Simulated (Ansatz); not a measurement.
**Zn: a trial structure relaxed**

Where does this trial cell of Zn go when cell and atoms are let free?

Method: DFT PBE, scalar-relativistic, plane waves, PAW, in Ansatz 0.2.0.

## Step 1: The starting structure

The structure is cubic, space group Pm-3m (No. 221). The conventional cell has a = 3.733 Å, b = 3.733 Å, c = 3.733 Å, α = 90.00°, β = 90.00°, γ = 90.00°. Around Zn (site symmetry 4/mmm) lie 8 Zn at 2.64 Å.

Coordinates:

```cif
data_structure
_symmetry_space_group_name_H-M 'Pm-3m'
_symmetry_Int_Tables_number 221
_cell_length_a 3.7327
_cell_length_b 3.7327
_cell_length_c 3.7327
_cell_angle_alpha 90.000
_cell_angle_beta 90.000
_cell_angle_gamma 90.000
_cell_volume 52.01
loop_
_atom_site_label
_atom_site_type_symbol
_atom_site_symmetry_multiplicity
_atom_site_Wyckoff_symbol
_atom_site_fract_x
_atom_site_fract_y
_atom_site_fract_z
_atom_site_occupancy
Zn1 Zn 3 c 0.00000 0.50000 0.50000 1
```

The cell is invented: random cell by space group and Wyckoff sites (Pm-3m, No. 221). Lengths come from tabulated atomic sizes and are only a guess.

## Step 2: The guess as it stands, on a coarse mesh

Contents of input.yaml:

```yaml
crystal:
  lattice:
    - [3.73265179, 0.0, 0.0]
    - [0.0, 3.73265179, 0.0]
    - [0.0, 0.0, 3.73265179]
  atoms:
    - { symbol: Zn, position: [0.0, 0.5, 0.5] }
    - { symbol: Zn, position: [0.5, 0.0, 0.5] }
    - { symbol: Zn, position: [0.5, 0.5, 0.0] }
basis:
  ecutwfc: 420
kpoints:
  mp_grid: { grid: [6, 6, 6] }
hamiltonian:
  xc: pbe
scf:
  occupations: { method: gaussian, width: 0.1 }
  lower_state_search: "off"
output:
  forces: true
  stress: true
  eigenvalues: true
```

The run is started by

```console
$ ansatz run input.yaml --threads 1 --pin off --max-ram 2048MiB --backend cpu --events-out ev --progress --plain --runs-dir out
```

Further runs follow: rough relaxation on the coarse mesh; final relaxation.

**Question.** What will these runs give? Wanted: conventional cell; volume; energy over the standard state; gap on the mesh.

As calculated:

```
                              quantity                                                                      value
symmetry at the end (tolerance 0.05 Å)                                                space group Pm-3m (No. 221)
                     conventional cell  a = 3.771 Å, b = 3.771 Å, c = 3.771 Å, α = 90.00°, β = 90.00°, γ = 90.00°
                                volume                                                              17.88 Å³/atom
        energy over the standard state                                                              +0.16 eV/atom
                       gap on the mesh                                                               none (metal)
```

The space group Pm-3m (No. 221) is kept, and the volume per atom grows by 3.1 % from the first guess. It lies above the element's standard state, so it is metastable at best. No finished test with a distortion of lower symmetry is shown, so the end may be a saddle point.
